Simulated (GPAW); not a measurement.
The system is Ag.

```
Ag
1.0
     2.88888    0.00000    0.00000
     1.44444    2.50185    0.00000
     1.44444    0.83395    2.35876
Ag
1
Direct
  0.00000 0.00000 0.00000
```

Base run:

* Program: GPAW 26.7.0
* Functional: AM05
* Potentials or basis: PAW data sets generated in the run's folder for this functional
* Cutoff: 600 eV
* Basis: pw
* k mesh: 11 × 11 × 11
* Occupations: fermi-dirac, width 0.05 eV
* Spin: spin-orbit coupling, no magnetisation

Its results: pressure -2.8 GPa.

**Question.** The run is repeated on the same cell with these changes: functional from AM05 to PBEint. What comes out?

**Answer.** Pressure -1.0 GPa.

Caveats: spin-orbit coupling was added after a scalar SCF, so levels and gaps hold it while energy, forces, pressure and moments don't.

Not every run made on this cell is shown here.
